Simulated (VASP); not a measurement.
# InP (F-43m) in VASP: further runs

Runs on InP. Level: PBE. Tasks: phonons, dielectric tensor.

Program: VASP 6.6.1. These are calculated values, not measurements. Logs are shortened: lines on timing, memory, paths and dates and some standing lists are left out, and cuts for length are marked.

**Measured values to compare with.**

From a printed reference work, textbook, for a bulk crystal of InP at 300 K: high-frequency dielectric constant 9.61.

The results are compared with them further down.

## Step 1: The crystal as given

The structure is cubic, space group F-43m (No. 216). Conventional cell: a = 5.958 Å, b = 5.958 Å, c = 5.958 Å, α = 90.00°, β = 90.00°, γ = 90.00°. Around In (site symmetry -43m) lie 4 P at 2.58 Å. P (site symmetry -43m) has 4 In at 2.58 Å as nearest neighbours.

## Step 2: Phonons, PBE

The input, POSCAR:

```
InP
1.0
    0.0000000000      2.9791538216      2.9791538216
    2.9791538216      0.0000000000      2.9791538216
    2.9791538216      2.9791538216      0.0000000000
  In              P
     1     1
Direct
     0.0000000000000000    0.0000000000000000    0.0000000000000000
     0.2500000000000000    0.2500000000000000    0.2500000000000000
```

The input, INCAR.step1:

```
SYSTEM = InP
PREC = Accurate
ENCUT = 600
EDIFF = 1E-8
ISMEAR = 0
SIGMA = 0.03
LREAL = .FALSE.
LASPH = .TRUE.
NELM = 80
ALGO = Normal
ISIF = 3
LWAVE = .FALSE.
LCHARG = .FALSE.
GGA = PE
IBRION = 2
NSW = 40
EDIFFG = -0.002
```

The input, INCAR.step2:

```
SYSTEM = InP
PREC = Accurate
ENCUT = 600
EDIFF = 1E-8
ISMEAR = 0
SIGMA = 0.03
LREAL = .FALSE.
LASPH = .TRUE.
NELM = 80
ALGO = Normal
ISIF = 2
LWAVE = .FALSE.
LCHARG = .FALSE.
GGA = PE
IBRION = 6
NFREE = 2
POTIM = 0.015
NSW = 1
```

The input, KPOINTS:

```
Automatic mesh
0
G
  8 8 8
  0 0 0
```

Potentials or basis: VASP PAW PBE potentials, release 64 (In_d, P).

Launch:

```
$ cat potpaw_PBE.64/In_d/POTCAR potpaw_PBE.64/P/POTCAR > POTCAR
$ cp INCAR.step1 INCAR
$ mpirun -np 1 vasp_std > vasp.out
$ cp CONTCAR POSCAR
$ cp INCAR.step2 INCAR
$ mpirun -np 1 vasp_std > vasp.out
```

OUTCAR:

```text
SYSTEM = InP
   PREC = Accurate
   ENCUT = 600
   EDIFF = 1E-8
   ISMEAR = 0
   LREAL = .FALSE.
   LASPH = .TRUE.
   NELM = 80
   ISIF = 2
   GGA = PE
   IBRION = 6
   NFREE = 2
   POTIM = 0.015
   NSW = 1

 ion  position               nearest neighbor table
   1  0.000  0.000  0.000-   2 2.58   2 2.58   2 2.58   2 2.58
   2  0.250  0.250  0.250-   1 2.58   1 2.58   1 2.58   1 2.58

  LATTYP: Found a face centered cubic cell.
 ALAT       =     5.9583076432

  Lattice vectors:

 A1 = (   0.0000000000,   2.9791538216,   2.9791538216)
 A2 = (   2.9791538216,   0.0000000000,   2.9791538216)
 A3 = (   2.9791538216,   2.9791538216,   0.0000000000)

Analysis of symmetry for initial positions (statically):
=====================================================================
 Subroutine PRICEL returns:
 Original cell was already a primitive cell.

 Routine SETGRP: Setting up the symmetry group for a
 face centered cubic supercell.

 Subroutine GETGRP returns: Found 24 space group operations
 (whereof 24 operations were pure point group operations)
 out of a pool of 48 trial point group operations.

The static configuration has the point symmetry T_d .

Analysis of symmetry for dynamics (positions and initial velocities):
=====================================================================
 Subroutine PRICEL returns:
 Original cell was already a primitive cell.

 Routine SETGRP: Setting up the symmetry group for a
 face centered cubic supercell.

 Subroutine GETGRP returns: Found 24 space group operations
 (whereof 24 operations were pure point group operations)
 out of a pool of 48 trial point group operations.

The dynamic configuration has the point symmetry T_d .

 Subroutine INISYM returns: Found 24 space group operations
 (whereof 24 operations are pure point group operations),
 and found     1 'primitive' translations

----------------------------------------------------------------------------------------

                                     Primitive cell

  volume of cell :      52.8821

  direct lattice vectors                    reciprocal lattice vectors
     0.000000000  2.979153822  2.979153822    -0.167832891  0.167832891  0.167832891
     2.979153822  0.000000000  2.979153822     0.167832891 -0.167832891  0.167832891
     2.979153822  2.979153822  0.000000000     0.167832891  0.167832891 -0.167832891

  length of vectors
     4.213159739  4.213159739  4.213159739     0.290695095  0.290695095  0.290695095

  position of ions in fractional coordinates (direct lattice)
     0.000000000  0.000000000  0.000000000
     0.250000000  0.250000000  0.250000000

  ion indices of the primitive-cell ions
   primitive index   ion index
                 1           1
                 2           2

----------------------------------------------------------------------------------------

 KPOINTS: Automatic mesh

Automatic generation of k-mesh.
 Grid dimensions read from file:
 generate k-points for:    8    8    8

 Generating k-lattice:

  Cartesian coordinates                     Fractional coordinates (reciprocal lattice)
    -0.020979111  0.020979111  0.020979111     0.125000000  0.000000000  0.000000000
     0.020979111 -0.020979111  0.020979111     0.000000000  0.125000000  0.000000000
     0.020979111  0.020979111 -0.020979111     0.000000000  0.000000000  0.125000000

  Length of vectors
     0.036336887  0.036336887  0.036336887

  Shift w.r.t. Gamma in fractional coordinates (k-lattice)
     0.000000000  0.000000000  0.000000000
[... 62 lines left out ...]
   NELECT =      18.0000    total number of electrons
   NUPDOWN=      -1.0000    fix difference up-down
   EMIN   =  10.00;   EMAX   =-10.00  energy-range for DOS
   EFERMI =   0.00;   METHOD = LEGACY
   ISMEAR =     0;   SIGMA  =   0.03  broadening in eV -4-tet -1-fermi 0-gaus
   EFERMI_NEDOS =   21; number of points for ismear=-14 and -15
   IALGO  =     38    algorithm
   IMIX   =      4    mixing-type and parameters
     AMIX     =   0.40;   BMIX     =  1.00
     AMIX_MAG =   1.60;   BMIX_MAG =  1.00
  volume/ion in A,a.u.               =      26.44       178.43
  Fermi-wavevector in a.u.,A,eV,Ry     =   1.143043  2.160039 17.776669  1.306548
  Thomas-Fermi vector in A             =   2.279740
   LORBIT       =      0    0 simple, 1 ext, 2 COOP (PROOUT), +10 PAW based schemes
   GGA     = PE    functional components
   LHFCALC =     F    Hartree Fock is set to
   AEXX    =    0.0000 exact exchange contribution
   IVDW    =     0    specifies the selected vdW correction
   LEPSILON=     F    determine dielectric tensor
   LRPA    =     F    only Hartree local field effects (RPA)
 finite differences with symmetry
 non-spin polarized calculation
 Gauss-broadening in eV      SIGMA  =   0.03
  energy-cutoff  :      600.00
  volume of cell :       52.88
 maximum number of plane-waves:      1807
 NGX is ok and might be reduce to    36
   NGX = 17   NGY = 17   NGZ = 17

--------------------------------------- Ionic step        1  -------------------------------------------

 number of electron      17.9999999 magnetization

 Free energy of the ion-electron system (eV)
  ---------------------------------------------------
  ext. energy  EPLUGINS =         0.00000000
  ---------------------------------------------------
  free energy    TOTEN  =        -8.40628568 eV

  energy without entropy =       -8.40628568  energy(sigma->0) =       -8.40628568

------------------------ aborting loop because EDIFF is reached ----------------------------------------

  FORCE on cell =-STRESS in cart. coord.  units (eV):
  Direction    XX          YY          ZZ          XY          YZ          ZX
  --------------------------------------------------------------------------------------
  -------------------------------------------------------------------------------------
  Total        0.0033584      0.0033584      0.0033584     -0.0000000      0.0000000     -0.0000000
  in kB        0.1017502      0.1017502      0.1017502     -0.0000000      0.0000000     -0.0000000
  external PRESSURE =       0.1017502 kB  Pullay stress =       0.0000000 kB
[... 131 lines left out ...]
--------------------------------------- Ionic step        5  -------------------------------------------

 number of electron      17.9999999 magnetization

 Free energy of the ion-electron system (eV)
  ---------------------------------------------------
  ext. energy  EPLUGINS =         0.00000000
  ---------------------------------------------------
  free energy    TOTEN  =        -8.40547622 eV

  energy without entropy =       -8.40547622  energy(sigma->0) =       -8.40547622

 E-fermi :   4.8482     XC(G=0):  -9.0651

 val. band max:        4.6908443497   @ k =   0.0000   0.0000   0.0000
 cond. band min:       5.1059828625   @ k =   0.0000   0.0000   0.0000
 fundamental gap:      0.4151385128
 Fermi energy:         4.8481753990

 k-point     1 :       0.0000    0.0000    0.0000
  band No.  band energies     occupation
      1      -9.4366      2.00000
      2      -9.4341      2.00000
      3      -9.4311      2.00000
      4      -9.3051      2.00000
      5      -9.3051      2.00000
      6      -6.5266      2.00000
      7       4.6360      2.00000
      8       4.6642      2.00000
      9       4.6908      2.00000
     10       5.1060      0.00000
     11       8.7361      0.00000
     12       8.7523      0.00000
     13       8.7701      0.00000
[... 354 lines left out ...]
  band No.  band energies     occupation
      1      -9.5445      2.00000
      2      -9.3925      2.00000
      3      -9.3749      2.00000
      4      -9.3093      2.00000
      5      -9.2940      2.00000
      6      -4.6632      2.00000
      7      -0.6844      2.00000
      8       2.1343      2.00000
      9       3.1664      2.00000
     10       7.6951      0.00000
     11       8.8907      0.00000
     12      10.4263      0.00000
     13      11.7436      0.00000

 [... further k-points ...]

------------------------ aborting loop because EDIFF is reached ----------------------------------------

  FORCE on cell =-STRESS in cart. coord.  units (eV):
  Direction    XX          YY          ZZ          XY          YZ          ZX
  --------------------------------------------------------------------------------------
  -------------------------------------------------------------------------------------
  Total        0.0038545      0.0060187      0.0060187      0.0000000      0.1014655      0.0000000
  in kB        0.1167811      0.1823496      0.1823496      0.0000000      3.0741170      0.0000000
  external PRESSURE =       0.1604934 kB  Pullay stress =       0.0000000 kB
[... 17 lines left out ...]
  FREE ENERGIE OF THE ION-ELECTRON SYSTEM (eV)
  ---------------------------------------------------
  free  energy   TOTEN  =        -8.4054762158 eV

  energy  without entropy=       -8.4054762158  energy(sigma->0) =       -8.40547622

 INTERNAL STRAIN TENSORS FROM DISPLACED ATOMS
 ============================================

 INTERNAL STRAIN TENSOR FOR ION    1 for displacements in x,y,z  (eV/Angst):
          X           Y           Z          XY          YZ          ZX
  --------------------------------------------------------------------------------
  x     0.00000     0.00000     0.00000     0.00000     6.76728     0.00000
  y     0.00000     0.00000     0.00000     0.00000     0.00000     6.76728
  z     0.00000     0.00000     0.00000     6.76728     0.00000     0.00000

 INTERNAL STRAIN TENSOR FOR ION    2 for displacements in x,y,z  (eV/Angst):
          X           Y           Z          XY          YZ          ZX
  --------------------------------------------------------------------------------
  x     0.00000     0.00000     0.00000     0.00000    -6.76347     0.00000
  y     0.00000     0.00000     0.00000     0.00000     0.00000    -6.76347
  z     0.00000     0.00000     0.00000    -6.76347     0.00000     0.00000

 Eigenvectors and eigenvalues of the dynamical matrix
 ----------------------------------------------------

   1 f  =    8.490825 THz    53.349428 2PiTHz  283.223441 cm-1    35.115216 meV
             X         Y         Z           dx          dy          dz
      0.000000  0.000000  0.000000    -0.460968   -0.000000    0.000000
      1.489577  1.489577  1.489577     0.887417   -0.000000    0.000000
[... 21 lines left out ...]
   6 f/i=    0.000422 THz     0.002650 2PiTHz    0.014069 cm-1     0.001744 meV
             X         Y         Z           dx          dy          dz
      0.000000  0.000000  0.000000     0.010063   -0.040712   -0.886425
      1.489577  1.489577  1.489577     0.005227   -0.021148   -0.460453

 ELASTIC MODULI CONTR FROM IONIC RELAXATION (kBar)
 Direction    XX          YY          ZZ          XY          YZ          ZX
 --------------------------------------------------------------------------------
 XX          -0.0000     -0.0000     -0.0000     -0.0000      0.0000     -0.0000
 YY          -0.0000     -0.0000     -0.0000     -0.0000     -0.0000      0.0000
 ZZ          -0.0000     -0.0000     -0.0000      0.0000     -0.0000     -0.0000
 XY          -0.0000     -0.0000      0.0000   -192.7001      0.0000      0.0000
 YZ           0.0000     -0.0000     -0.0000      0.0000   -192.7001      0.0000
 ZX          -0.0000      0.0000     -0.0000      0.0000      0.0000   -192.7001
 --------------------------------------------------------------------------------
```

It took 1.8 min on 1 thread of Intel Xeon 6975P-C (Granite Rapids), shared host; peak memory 0.31 GiB.

Results:

| Property | Result |
| --- | --- |
| Highest phonon frequency at Γ, LO-TO splitting left out | 283 cm⁻¹ |

Phonon frequencies in cm⁻¹ (negative: imaginary):
| q point | frequencies |
| --- | --- |
| (0.000, 0.000, 0.000) | 0 0 0 283 283 283 |

## Step 3: Dielectric tensor, PBE

The input, INCAR:

```
SYSTEM = InP
PREC = Accurate
ENCUT = 600
EDIFF = 1E-8
ISMEAR = 0
SIGMA = 0.03
LREAL = .FALSE.
LASPH = .TRUE.
NELM = 80
ALGO = Normal
ISIF = 2
LWAVE = .FALSE.
LCHARG = .FALSE.
GGA = PE
LEPSILON = .TRUE.
```

The input, KPOINTS:

```
Automatic mesh
0
Monkhorst
  14 14 14
  0 0 0
```

POSCAR, as its differences from that of step 2:

```diff
@@ -1,2 +1,2 @@
-InP
+InP                                     
 1.0
@@ -5,3 +5,3 @@
     2.9791538216      2.9791538216      0.0000000000
-  In              P
+  In              P             
      1     1
```

Potentials or basis: VASP PAW PBE potentials, release 64 (In_d, P).

Launch:

```
$ cat potpaw_PBE.64/In_d/POTCAR potpaw_PBE.64/P/POTCAR > POTCAR
$ mpirun -np 1 vasp_std > vasp.out
```

OUTCAR:

```text
SYSTEM = InP
   PREC = Accurate
   ENCUT = 600
   EDIFF = 1E-8
   ISMEAR = 0
   LREAL = .FALSE.
   LASPH = .TRUE.
   NELM = 80
   ISIF = 2
   GGA = PE
   LEPSILON = .TRUE.

 ion  position               nearest neighbor table
   1  0.000  0.000  0.000-   2 2.58   2 2.58   2 2.58   2 2.58
   2  0.250  0.250  0.250-   1 2.58   1 2.58   1 2.58   1 2.58

  LATTYP: Found a face centered cubic cell.
 ALAT       =     5.9583076432

  Lattice vectors:

 A1 = (   0.0000000000,   2.9791538216,   2.9791538216)
 A2 = (   2.9791538216,   0.0000000000,   2.9791538216)
[... 633 lines left out ...]
 PIEZOELECTRIC TENSOR FIELD DIRECTION 3  (C/m^2)
 -----------------------------------------------------------------------------
     0.00036 -0.83121  0.00000
    -0.83121  0.00036  0.00000
     0.00000  0.00000 -0.00095

 MACROSCOPIC STATIC DIELECTRIC TENSOR (including local field effects in DFT)
 ------------------------------------------------------
          11.768779    -0.000000    -0.000000
          -0.000000    11.768779    -0.000000
           0.000000     0.000000    11.768779
 ------------------------------------------------------

 PIEZOELECTRIC TENSOR (including local field effects)  for field in x, y, z        (e  Angst)
          XX          YY          ZZ          XY          YZ          ZX
  --------------------------------------------------------------------------------
  x     0.00000    -0.00000    -0.00000    -0.00000    -2.74505    -0.00000
  y     0.00000    -0.00000    -0.00000    -0.00000     0.00000    -2.74505
  z    -0.00000    -0.00000     0.00000    -2.74505    -0.00000    -0.00000

 PIEZOELECTRIC TENSOR (including local field effects)  for field in x, y, z        (C/m^2)
          XX          YY          ZZ          XY          YZ          ZX
  --------------------------------------------------------------------------------
  x     0.00000    -0.00000    -0.00000    -0.00000    -0.83167    -0.00000
  y     0.00000    -0.00000    -0.00000    -0.00000     0.00000    -0.83167
  z    -0.00000    -0.00000     0.00000    -0.83167    -0.00000    -0.00000

 BORN EFFECTIVE CHARGES (including local field effects) (in |e|, cummulative output)
 ---------------------------------------------------------------------------------
 ion    1
    1     2.61903     0.00000     0.00000
    2     0.00000     2.61903     0.00000
    3     0.00000     0.00000     2.61903
 ion    2
    1    -2.61903     0.00000     0.00000
    2     0.00000    -2.61903     0.00000
    3     0.00000     0.00000    -2.61903
```

OSZICAR:

```text
N       E                     dE             d eps       ncg     rms          rms(c)
DAV:   1     0.119933796610E+03    0.11993E+03   -0.93756E+03  7295   0.170E+03
DAV:   2     0.482593732820E+00   -0.11945E+03   -0.11565E+03  7565   0.349E+02
DAV:   3    -0.854267550766E+01   -0.90253E+01   -0.89390E+01  9561   0.966E+01
DAV:   4    -0.879694159663E+01   -0.25427E+00   -0.25402E+00  8499   0.176E+01
[... 12 lines left out ...]
RMM:  12    -0.170279274522E+01    0.31684E-04    0.20692E-06 75943   0.746E-04    0.675E-04
RMM:  13    -0.170278910082E+01    0.36444E-05   -0.37212E-07 67738   0.319E-04    0.143E-04
RMM:  14    -0.170278990929E+01   -0.80847E-06    0.36611E-07 50398   0.130E-04    0.690E-05
RMM:  15    -0.170278963819E+01    0.27109E-06   -0.17876E-08 32635   0.736E-05    0.200E-05
RMM:  16    -0.170278997019E+01   -0.33200E-06   -0.92443E-10 19484   0.585E-05    0.209E-06
```

It took 46 min on 1 thread of Intel Xeon 6975P-C (Granite Rapids), shared host; peak memory 2.6 GiB.

What came out:

| Quantity | Value |
| --- | --- |
| Electronic dielectric tensor (diagonal) | 11.77 |
| Born charges (mean of the diagonal) | In +2.62; P -2.62 e |

Levels at points of the mesh, in eV from the valence-band top:
| k point | band 6 | band 7 | band 8 | band 9 | band 10 | band 11 | band 12 | band 13 |
| --- | --- | --- | --- | --- | --- | --- | --- | --- |
| (0.04, 0.04, 0.04) | -11.16 | -0.29 | 0.00 | 0.00 | 0.72 | 4.10 | 4.13 | 4.13 |

Electronic dielectric tensor:
```
11.77  0.00  0.00
 0.00 11.77  0.00
 0.00  0.00 11.77
```

Born effective charge tensors (e):
atom 1, In
```
2.62 0.00 0.00
0.00 2.62 0.00
0.00 0.00 2.62
```
atom 2, P
```
-2.62  0.00  0.00
 0.00 -2.62  0.00
 0.00  0.00 -2.62
```

## Step 4: Comparison with measurements

Step 3. Against the measured high-frequency dielectric constant of InP, 9.61 (300 K; a printed reference work, textbook), the calculated 11.77 is off by +22.5 %.
